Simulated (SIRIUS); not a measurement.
# Ir (P6_3/mmc) in SIRIUS: equation of state

Aim: energy against volume of Ir in PBE, for its equilibrium volume and stiffness.

Everything below comes from runs of SIRIUS 7.12.0. Logs are shortened: lines on timing, memory, paths and dates and some standing lists are left out, and cuts for length are marked. The log counts tension as positive stress, the text compression.

### Step 1. Starting point

The structure is hexagonal, space group P6_3/mmc (No. 194). Conventional cell: a = 2.751 Å, b = 2.751 Å, c = 4.462 Å, α = 90.00°, β = 90.00°, γ = 120.00°. Ir (site symmetry -6m2) is surrounded by 12 Ir at 2.74 to 2.75 Å.

This isn't the form of Ir at room conditions, which is fcc.

### Step 2. Equation of state, PBE, 13.75 Å³/atom (volume scaled by 0.94)

The input, sirius.json:

```json
{
  "control": {
    "processing_unit": "cpu",
    "std_evp_solver_name": "lapack",
    "gen_evp_solver_name": "lapack",
    "verbosity": 2,
    "print_forces": false,
    "ortho_rf": true,
    "use_second_variation": true,
    "rmt_max": 3.0,
    "num_bands_to_print": 24,
    "save_wf": true
  },
  "parameters": {
    "electronic_structure_method": "full_potential_lapwlo",
    "xc_functionals": ["XC_GGA_X_PBE", "XC_GGA_C_PBE"],
    "core_relativity": "dirac",
    "valence_relativity": "iora",
    "num_fv_states": 42,
    "smearing": "fermi_dirac",
    "smearing_width": 0.0018374661,
    "pw_cutoff": 20,
    "gk_cutoff": 3.69,
    "lmax_apw": 11,
    "lmax_rho": 8,
    "lmax_pot": 8,
    "num_mag_dims": 0,
    "auto_rmt": 0,
    "ngridk": [11, 11, 6],
    "shiftk": [0, 0, 0],
    "num_dft_iter": 80,
    "energy_tol": 1e-07,
    "density_tol": 1e-05,
    "use_symmetry": true
  },
  "settings": {"tol_ne": 1e-10},
  "iterative_solver": {"type": "exact"},
  "mixer": {"type": "anderson", "beta": 0.5, "max_history": 8},
  "unit_cell": {
    "lattice_vectors": [[5.0932117065, 0.0, 0.0], [-2.5466058533, 4.4108507247, 0.0], [0.0, 0.0, 8.2603657282]],
    "atom_types": ["Ir"],
    "atom_files": {"Ir": "Ir.json"},
    "atoms": {"Ir": [[0.3333333333, 0.6666666667, 0.25], [0.6666666667, 0.3333333333, 0.75]]}
  }
}
```

The input, Ir.json:

```json
{
  "name": "iridium",
  "symbol": "Ir",
  "number": 77,
  "mass": 192.217,
  "rmin": 1e-06,
  "rmt": 2.49,
  "nrmt": 800,
  "rinf": 13.6,
  "core": "1s2s2p3s3p3d4s4p4d",
  "valence": [
    {"basis": [{"enu": 0.34, "dme": 0, "n": 0, "auto": 0}, {"enu": 0.34, "dme": 1, "n": 0, "auto": 0}]},
    {"l": 0, "n": 1, "basis": [{"enu": 0.44, "dme": 0, "n": 0, "auto": 0}]},
    {"l": 1, "n": 2, "basis": [{"enu": 0.44, "dme": 0, "n": 0, "auto": 0}]},
    {"l": 2, "n": 3, "basis": [{"enu": 0.44, "dme": 0, "n": 0, "auto": 0}]},
    {"l": 3, "n": 4, "basis": [{"enu": 0.44, "dme": 0, "n": 0, "auto": 0}]},
    {"l": 4, "n": 5, "basis": [{"enu": 0.44, "dme": 0, "n": 0, "auto": 0}]}
  ],
  "lo": [
    {"l": 0, "basis": [{"enu": 0.44, "dme": 0, "n": 0, "auto": 0}, {"enu": 0.44, "dme": 1, "n": 0, "auto": 0}]},
    {
      "l": 0,
      "basis": [{"enu": -2.9141, "dme": 0, "n": 5, "auto": 1}, {"enu": -2.9141, "dme": 1, "n": 5, "auto": 1}]
    },
    {
      "l": 0,
      "basis": [{"enu": -2.9141, "dme": 1, "n": 5, "auto": 1}, {"enu": 0.44, "dme": 0, "n": 0, "auto": 0}]
    },
    {"l": 0, "basis": [{"enu": 0.44, "dme": 0, "n": 0, "auto": 0}, {"enu": 3.0206, "dme": 0, "n": 0, "auto": 0}]},
    {"l": 1, "basis": [{"enu": 0.44, "dme": 0, "n": 0, "auto": 0}, {"enu": 0.44, "dme": 1, "n": 0, "auto": 0}]},
    {
      "l": 1,
      "basis": [{"enu": -1.3321, "dme": 0, "n": 5, "auto": 1}, {"enu": -1.3321, "dme": 1, "n": 5, "auto": 1}]
    },
    {
      "l": 1,
      "basis": [{"enu": -1.3321, "dme": 1, "n": 5, "auto": 1}, {"enu": 0.44, "dme": 0, "n": 0, "auto": 0}]
    },
    {"l": 1, "basis": [{"enu": 0.44, "dme": 0, "n": 0, "auto": 0}, {"enu": 3.4077, "dme": 0, "n": 0, "auto": 0}]},
    {"l": 2, "basis": [{"enu": 0.44, "dme": 0, "n": 0, "auto": 0}, {"enu": 0.44, "dme": 1, "n": 0, "auto": 0}]},
    {"l": 2, "basis": [{"enu": 0.44, "dme": 1, "n": 0, "auto": 0}, {"enu": 0.44, "dme": 2, "n": 0, "auto": 0}]},
    {"l": 2, "basis": [{"enu": 0.44, "dme": 0, "n": 0, "auto": 0}, {"enu": 2.9561, "dme": 0, "n": 0, "auto": 0}]},
    {"l": 3, "basis": [{"enu": 0.44, "dme": 0, "n": 0, "auto": 0}, {"enu": 0.44, "dme": 1, "n": 0, "auto": 0}]},
    {
      "l": 3,
      "basis": [{"enu": -1.6296, "dme": 0, "n": 4, "auto": 1}, {"enu": -1.6296, "dme": 1, "n": 4, "auto": 1}]
    },
    {
      "l": 3,
      "basis": [{"enu": -1.6296, "dme": 1, "n": 4, "auto": 1}, {"enu": 0.44, "dme": 0, "n": 0, "auto": 0}]
    },
    {"l": 3, "basis": [{"enu": 0.44, "dme": 0, "n": 0, "auto": 0}, {"enu": 4.1819, "dme": 0, "n": 0, "auto": 0}]},
    {"l": 4, "basis": [{"enu": 0.44, "dme": 0, "n": 0, "auto": 0}, {"enu": 0.44, "dme": 1, "n": 0, "auto": 0}]},
    {"l": 4, "basis": [{"enu": 0.44, "dme": 0, "n": 0, "auto": 0}, {"enu": 3.5367, "dme": 0, "n": 0, "auto": 0}]}
  ],
  "free_atom": [... radial grid and density of the free atom, the start of the SCF ...]
}
```

The input, sirius_start.json:

```json
{
  "control": {
    "processing_unit": "cpu",
    "std_evp_solver_name": "lapack",
    "gen_evp_solver_name": "lapack",
    "verbosity": 1,
    "print_forces": false,
    "ortho_rf": true,
    "use_second_variation": true,
    "rmt_max": 3.0,
    "num_bands_to_print": 24,
    "save_wf": false
  },
  "parameters": {
    "electronic_structure_method": "full_potential_lapwlo",
    "xc_functionals": ["XC_LDA_X", "XC_LDA_C_PW"],
    "core_relativity": "dirac",
    "valence_relativity": "iora",
    "num_fv_states": 42,
    "smearing": "fermi_dirac",
    "smearing_width": 0.0055123983,
    "pw_cutoff": 20,
    "gk_cutoff": 2.96,
    "lmax_apw": 11,
    "lmax_rho": 8,
    "lmax_pot": 8,
    "num_mag_dims": 0,
    "auto_rmt": 0,
    "ngridk": [4, 4, 2],
    "shiftk": [0, 0, 0],
    "num_dft_iter": 30,
    "energy_tol": 0.01,
    "density_tol": 0.05,
    "use_symmetry": true
  },
  "settings": {"tol_ne": 1e-10},
  "iterative_solver": {"type": "exact"},
  "mixer": {"type": "anderson", "beta": 0.5, "max_history": 8},
  "unit_cell": {
    "lattice_vectors": [[5.0932117065, 0.0, 0.0], [-2.5466058533, 4.4108507247, 0.0], [0.0, 0.0, 8.2603657282]],
    "atom_types": ["Ir"],
    "atom_files": {"Ir": "Ir.json"},
    "atoms": {"Ir": [[0.3333333333, 0.6666666667, 0.25], [0.6666666667, 0.3333333333, 0.75]]}
  }
}
```

Potentials or basis: all-electron FP-LAPW, apw+lo standard.

Run with:

```console
$ OMP_NUM_THREADS=1 sirius.scf --input=sirius_start.json --output=start.json
$ OMP_NUM_THREADS=1 sirius.scf --input=sirius.json --output=output.json --task=1
```

Standard output:

```text
[info] SIRIUS version : 7.12.0
[info] number of MPI ranks           : 1
[info] MPI grid                      : 1 1
[info] maximum number of OMP threads : 1
[fft] FFT context for density and potential
[fft] =====================================
[fft]   plane wave cutoff                     : 20
[fft]   grid size                             : 36 36 60   total : 77760
[fft]   grid limits                           : -17 18   -17 18   -29 30
[fft]   number of G-vectors within the cutoff : 25013
[fft]   number of G-shells                    : 1318
[fft] FFT context for coarse grid
[fft] =====================================
[fft]   plane wave cutoff                     : 7.38
[fft]   grid size                             : 15 15 24   total : 5400
[fft]   grid limits                           : -7 7   -7 7   -11 12
[fft]   number of G-vectors within the cutoff : 1237
[fft]   number of G-shells                    : 92
[unit cell] lattice vectors
[unit cell]   a1 :       5.0932117065      0.0000000000      0.0000000000
[unit cell]   a2 :      -2.5466058533      4.4108507247      0.0000000000
[unit cell]   a3 :       0.0000000000      0.0000000000      8.2603657282
[unit cell] reciprocal lattice vectors
[unit cell]   b1 :       1.2336391396      0.7122418893     -0.0000000000
[unit cell]   b2 :       0.0000000000      1.4244837786      0.0000000000
[unit cell]   b3 :       0.0000000000     -0.0000000000      0.7606425083
[unit cell] unit cell volume :       185.57239170 [a.u.^3]
[unit cell] 1/sqrt(omega)    :         0.07340799
[unit cell] MT volume        :       129.33517238 (69.70%)
[unit cell] IT volume        :        56.23721932 (30.30%)
[unit cell] number of atom types : 1
[unit cell] type id : 0 symbol : Ir mt_radius :   2.490000 num_atoms : 2
[unit cell] total number of atoms : 2
[unit cell] number of symmetry classes : 1
[unit cell] atom id  type id  class id             position                      vector_field
[unit cell] ------------------------------------------------------------------------------------------
[unit cell]      0        0        0      0.33333   0.66667   0.25000      0.00000   0.00000   0.00000
[unit cell]      1        0        0      0.66667   0.33333   0.75000      0.00000   0.00000   0.00000
[unit cell] atom id         position (Cartesian, a.u.)
[unit cell] ---------------------------------------------
[unit cell]      0      -0.000000    2.940567    2.065091
[unit cell]      1       2.546606    1.470284    6.195274
[... 330 lines left out ...]
[diagonalize] ik:    1   -2.878537   -2.875771   -1.565289   -1.565075   -1.565022   -1.565018   -1.564799   -1.564782   -1.564768   -1.564753   -1.564683   -1.564675   -1.564644   -1.564636   -1.564415   -1.564399   -1.308341   -1.282456   -1.281147   -1.277836   -1.276740   -1.276146    0.130212    0.240629
[diagonalize] ik:    2   -2.878008   -2.875541   -1.565262   -1.565071   -1.565046   -1.565034   -1.564842   -1.564792   -1.564723   -1.564710   -1.564693   -1.564667   -1.564631   -1.564604   -1.564483   -1.564468   -1.305990   -1.287626   -1.283109   -1.282768   -1.277799   -1.277025    0.164030    0.265857
[diagonalize] ik:    3   -2.877282   -2.875270   -1.565226   -1.565077   -1.565066   -1.565055   -1.564899   -1.564818   -1.564696   -1.564661   -1.564650   -1.564649   -1.564619   -1.564569   -1.564564   -1.564541   -1.302521   -1.294376   -1.289788   -1.284809   -1.279565   -1.278233    0.208654    0.276364
[diagonalize] ik:    4   -2.876552   -2.875082   -1.565194   -1.565106   -1.565076   -1.565063   -1.564954   -1.564866   -1.564693   -1.564647   -1.564629   -1.564609   -1.564602   -1.564591   -1.564588   -1.564534   -1.300553   -1.298626   -1.295719   -1.286625   -1.281892   -1.279380    0.242656    0.264606
[diagonalize] ...
[diagonalize] ik:   59   -2.876036   -2.876036   -1.565131   -1.565131   -1.565025   -1.565025   -1.564960   -1.564960   -1.564646   -1.564646   -1.564622   -1.564622   -1.564612   -1.564612   -1.564569   -1.564569   -1.299687   -1.299687   -1.286337   -1.286337   -1.282261   -1.282261    0.271976    0.271976
[diagonalize] ik:   60   -2.875649   -2.875649   -1.565111   -1.565111   -1.565041   -1.565041   -1.564972   -1.564972   -1.564678   -1.564678   -1.564643   -1.564643   -1.564580   -1.564580   -1.564563   -1.564563   -1.302587   -1.302587   -1.288697   -1.288697   -1.282603   -1.282603    0.272590    0.272590
[diagonalize] ik:   61   -2.875418   -2.875418   -1.565100   -1.565100   -1.565044   -1.565044   -1.564990   -1.564990   -1.564717   -1.564717   -1.564641   -1.564641   -1.564573   -1.564573   -1.564547   -1.564547   -1.304325   -1.304325   -1.290292   -1.290292   -1.282580   -1.282580    0.270679    0.270679
[diagonalize] ik:   62   -2.875398   -2.875398   -1.565097   -1.565097   -1.565037   -1.565037   -1.564986   -1.564986   -1.564732   -1.564732   -1.564630   -1.564630   -1.564584   -1.564584   -1.564543   -1.564543   -1.302890   -1.302890   -1.292259   -1.292259   -1.282405   -1.282405    0.285100    0.285100
[diagonalize] ik:   63   -2.875305   -2.875305   -1.565092   -1.565092   -1.565024   -1.565024   -1.565000   -1.565000   -1.564752   -1.564752   -1.564619   -1.564619   -1.564591   -1.564591   -1.564533   -1.564533   -1.302589   -1.302589   -1.294032   -1.294032   -1.282300   -1.282300    0.292597    0.292597
[generate_core_charge_density] atom class : 0
[generate_core_charge_density]   n,l,k : 1 0 1  energy :       -2793.10801318
[generate_core_charge_density]   n,l,k : 2 0 1  energy :        -487.66338637
[generate_core_charge_density]   n,l,k : 2 1 1  energy :        -467.05733602
[generate_core_charge_density]   n,l,k : 2 1 2  energy :        -407.23154114
[generate_core_charge_density]   n,l,k : 3 0 1  energy :        -113.50884834
[generate_core_charge_density]   n,l,k : 3 1 1  energy :        -104.29079016
[generate_core_charge_density]   n,l,k : 3 1 2  energy :         -91.19014541
[generate_core_charge_density]   n,l,k : 3 2 2  energy :         -75.82632959
[generate_core_charge_density]   n,l,k : 3 2 3  energy :         -72.99566152
[generate_core_charge_density]   n,l,k : 4 0 1  energy :         -23.65431484
[generate_core_charge_density]   n,l,k : 4 1 1  energy :         -19.76632179
[generate_core_charge_density]   n,l,k : 4 1 2  energy :         -16.66789238
[generate_core_charge_density]   n,l,k : 4 2 2  energy :         -10.30199886
[generate_core_charge_density]   n,l,k : 4 2 3  energy :          -9.72687427
[find] Total energy                   :  -35716.26199923 (Ha),  -71432.52399846 (Ry)
[find] iteration : 1, RMS (target) : 4.1656e-01 (1.0000e-05) , energy difference (target) : 2.4893e-04 (1.0000e-07)
[find] Total energy                   :  -35716.26202907 (Ha),  -71432.52405815 (Ry)
[... 18 lines left out ...]
[find] valence_eval_sum               :     -62.84116516
[find] core_eval_sum                  :  -21836.73532336
[find] kinetic energy                 :   40704.81290368
[find] enuc                           :  -44877.43835605
[find] <rho|V^{XC}>                   :    -914.00700284
[find] <rho|E^{XC}>                   :    -698.44543111
[find] <mag|B^{XC}>                   :       0.00000000
[find] <rho|V^{H}>                    :  -61690.38238936
[find] smearing (-TS)                 :      -0.00085165
[find] SCF correction                 :       0.00008417
[find] Total energy                   :  -35716.26199399 (Ha),  -71432.52398798 (Ry)
[find] Free energy (E-TS)             :  -35716.26284564 (Ha),  -71432.52569128 (Ry)
[find] band gap (eV)                  :       0.00000000
[find] Efermi                         :       0.56150624
[find] iteration : 6, RMS (target) : 2.5939e-06 (1.0000e-05) , energy difference (target) : 4.4536e-08 (1.0000e-07)
[find] converged after 7 SCF iterations!
[find] Charges and magnetic moments
[find] --------------------------------------------------------------------------------
[find] atom      charge    core leakage
[find] --------------------------------------------------------------------------------
[find]    0   75.609985    1.531106e-07
[find]    1   75.609985    1.531106e-07
[find] total core leakage    : 3.06221115e-07
[find] interstitial charge   : 2.780023
[find] total charge          : 153.999994
[find] Energy
[find] --------------------------------------------------------------------------------
[find] valence_eval_sum               :     -62.84116516
[find] core_eval_sum                  :  -21836.73532336
[find] kinetic energy                 :   40704.81290368
[find] enuc                           :  -44877.43835605
[find] <rho|V^{XC}>                   :    -914.00700284
[find] <rho|E^{XC}>                   :    -698.44543111
[find] <mag|B^{XC}>                   :       0.00000000
[find] <rho|V^{H}>                    :  -61690.38238936
[find] smearing (-TS)                 :      -0.00085165
[find] SCF correction                 :       0.00008417
[find] Total energy                   :  -35716.26199399 (Ha),  -71432.52398798 (Ry)
[find] Free energy (E-TS)             :  -35716.26284564 (Ha),  -71432.52569128 (Ry)
[find] band gap (eV)                  :       0.00000000
[find] Efermi                         :       0.56150624
```

Wall time 77 s (1 thread of Arm Neoverse V1, shared host); peak memory 0.52 GiB.

What came out:

| Property | Result |
| --- | --- |
| Free energy | -971889.0236 eV |
| Band gap on the k mesh | none (metal or under the smearing width) |
| All electrons inside the program's atomic spheres | Ir 75.61 (radii Ir 2.49 bohr) |

### Step 3. Equation of state, PBE, 14.04 Å³/atom (volume scaled by 0.96)

sirius.json: that of step 2 with these lines changed.

```diff
@@ -39,3 +39,3 @@
   "unit_cell": {
-    "lattice_vectors": [[5.0932117065, 0.0, 0.0], [-2.5466058533, 4.4108507247, 0.0], [0.0, 0.0, 8.2603657282]],
+    "lattice_vectors": [[5.1290805764, 0.0, 0.0], [-2.5645402881, 4.4419140771, 0.0], [0.0, 0.0, 8.3185392345]],
     "atom_types": ["Ir"],
```

The input, Ir.json:

```json
{
  "name": "iridium",
  "symbol": "Ir",
  "number": 77,
  "mass": 192.217,
  "rmin": 1e-06,
  "rmt": 2.49,
  "nrmt": 800,
  "rinf": 13.6,
  "core": "1s2s2p3s3p3d4s4p4d",
  "valence": [
    {"basis": [{"enu": 0.32, "dme": 0, "n": 0, "auto": 0}, {"enu": 0.32, "dme": 1, "n": 0, "auto": 0}]},
    {"l": 0, "n": 1, "basis": [{"enu": 0.42, "dme": 0, "n": 0, "auto": 0}]},
    {"l": 1, "n": 2, "basis": [{"enu": 0.42, "dme": 0, "n": 0, "auto": 0}]},
    {"l": 2, "n": 3, "basis": [{"enu": 0.42, "dme": 0, "n": 0, "auto": 0}]},
    {"l": 3, "n": 4, "basis": [{"enu": 0.42, "dme": 0, "n": 0, "auto": 0}]},
    {"l": 4, "n": 5, "basis": [{"enu": 0.42, "dme": 0, "n": 0, "auto": 0}]}
  ],
  "lo": [
    {"l": 0, "basis": [{"enu": 0.42, "dme": 0, "n": 0, "auto": 0}, {"enu": 0.42, "dme": 1, "n": 0, "auto": 0}]},
    {
      "l": 0,
      "basis": [{"enu": -2.9341, "dme": 0, "n": 5, "auto": 1}, {"enu": -2.9341, "dme": 1, "n": 5, "auto": 1}]
    },
    {
      "l": 0,
      "basis": [{"enu": -2.9341, "dme": 1, "n": 5, "auto": 1}, {"enu": 0.42, "dme": 0, "n": 0, "auto": 0}]
    },
    {"l": 0, "basis": [{"enu": 0.42, "dme": 0, "n": 0, "auto": 0}, {"enu": 3.0006, "dme": 0, "n": 0, "auto": 0}]},
    {"l": 1, "basis": [{"enu": 0.42, "dme": 0, "n": 0, "auto": 0}, {"enu": 0.42, "dme": 1, "n": 0, "auto": 0}]},
    {
      "l": 1,
      "basis": [{"enu": -1.3521, "dme": 0, "n": 5, "auto": 1}, {"enu": -1.3521, "dme": 1, "n": 5, "auto": 1}]
    },
    {
      "l": 1,
      "basis": [{"enu": -1.3521, "dme": 1, "n": 5, "auto": 1}, {"enu": 0.42, "dme": 0, "n": 0, "auto": 0}]
    },
    {"l": 1, "basis": [{"enu": 0.42, "dme": 0, "n": 0, "auto": 0}, {"enu": 3.3877, "dme": 0, "n": 0, "auto": 0}]},
    {"l": 2, "basis": [{"enu": 0.42, "dme": 0, "n": 0, "auto": 0}, {"enu": 0.42, "dme": 1, "n": 0, "auto": 0}]},
    {"l": 2, "basis": [{"enu": 0.42, "dme": 1, "n": 0, "auto": 0}, {"enu": 0.42, "dme": 2, "n": 0, "auto": 0}]},
    {"l": 2, "basis": [{"enu": 0.42, "dme": 0, "n": 0, "auto": 0}, {"enu": 2.9361, "dme": 0, "n": 0, "auto": 0}]},
    {"l": 3, "basis": [{"enu": 0.42, "dme": 0, "n": 0, "auto": 0}, {"enu": 0.42, "dme": 1, "n": 0, "auto": 0}]},
    {
      "l": 3,
      "basis": [{"enu": -1.6496, "dme": 0, "n": 4, "auto": 1}, {"enu": -1.6496, "dme": 1, "n": 4, "auto": 1}]
    },
    {
      "l": 3,
      "basis": [{"enu": -1.6496, "dme": 1, "n": 4, "auto": 1}, {"enu": 0.42, "dme": 0, "n": 0, "auto": 0}]
    },
    {"l": 3, "basis": [{"enu": 0.42, "dme": 0, "n": 0, "auto": 0}, {"enu": 4.1619, "dme": 0, "n": 0, "auto": 0}]},
    {"l": 4, "basis": [{"enu": 0.42, "dme": 0, "n": 0, "auto": 0}, {"enu": 0.42, "dme": 1, "n": 0, "auto": 0}]},
    {"l": 4, "basis": [{"enu": 0.42, "dme": 0, "n": 0, "auto": 0}, {"enu": 3.5167, "dme": 0, "n": 0, "auto": 0}]}
  ],
  "free_atom": [... radial grid and density of the free atom, the start of the SCF ...]
}
```

sirius_start.json: that of step 2 with these lines changed.

```diff
@@ -39,3 +39,3 @@
   "unit_cell": {
-    "lattice_vectors": [[5.0932117065, 0.0, 0.0], [-2.5466058533, 4.4108507247, 0.0], [0.0, 0.0, 8.2603657282]],
+    "lattice_vectors": [[5.1290805764, 0.0, 0.0], [-2.5645402881, 4.4419140771, 0.0], [0.0, 0.0, 8.3185392345]],
     "atom_types": ["Ir"],
```

Potentials or basis: all-electron FP-LAPW, apw+lo standard.

Run with:

```console
$ OMP_NUM_THREADS=1 sirius.scf --input=sirius_start.json --output=start.json
$ OMP_NUM_THREADS=1 sirius.scf --input=sirius.json --output=output.json --task=1
```

Wall time 78 s (1 thread of Arm Neoverse V1, shared host); peak memory 0.52 GiB.

The run converged. Its results:

* Free energy: -971889.0906 eV
* Band gap on the k mesh: none (metal or under the smearing width)
* All electrons inside the program's atomic spheres: Ir 75.55 (radii Ir 2.49 bohr)

(Continued in part 2 of 3.)
